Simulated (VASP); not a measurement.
**CdTe: single point with PBEsol**

**What was measured.**

From a printed reference work, data compilation, for a bulk crystal of CdTe at 0 K: band gap 1.607 eV.

CdTe:

```xyz
2
Lattice="0.0000 3.2610 3.2610 3.2610 0.0000 3.2610 3.2610 3.2610 0.0000" Properties=species:S:1:pos:R:3 pbc="T T T"
Cd    0.0000    0.0000    0.0000
Te    1.6305    1.6305    1.6305
```

```yaml
Program: VASP 6.6.1
Task: single point
Functional: PBEsol
Potentials_or_basis: VASP PAW PBE potentials, release 64 (Cd, Te)
Cutoff: 500 eV
k_mesh: 6 × 6 × 6
Occupations: gaussian, width 0.01 eV
Spin: no spin polarisation
```

- Pressure: -0.4 GPa
- Band gap on the k mesh: 0.60 eV

Levels at points of the mesh, in eV from the valence-band top:
```
           k point  band 6  band 7  band 8  band 9  band 10  band 11  band 12  band 13
(0.00, 0.00, 0.00)   -7.94    0.00    0.00    0.00     0.60     4.56     4.56     4.56
(0.50, 0.00, 0.00)   -7.61   -4.37   -0.76   -0.76     1.71     5.14     5.14     6.92
(0.50, 0.50, 0.00)   -7.48   -4.26   -1.82   -1.82     2.53     2.60     8.62     8.97
```

Run time: 20 s on 1 thread of Intel(R) Xeon(R) Platinum 8259CL CPU @ 2.50GHz (Skylake/Cascade Lake) (shared host), peak memory 0.21 GiB.

Against the measured gap of CdTe, 1.607 eV (0 K; a printed reference work, data compilation), the calculated 0.60 eV is off by -1.00 eV. So large a miss can be the level of theory's own, or it may mean another phase, state or a wrong row. Spin-orbit coupling on Cd, Te is left out. The value is that of PBEsol, without temperature or zero-point motion. Semilocal functionals fall short of measured gaps as a rule.

Caveat: the PAW data sets were made with another functional, which shifts forces and pressure a little; spin-orbit coupling is left out, which moves the levels of the heavy elements.
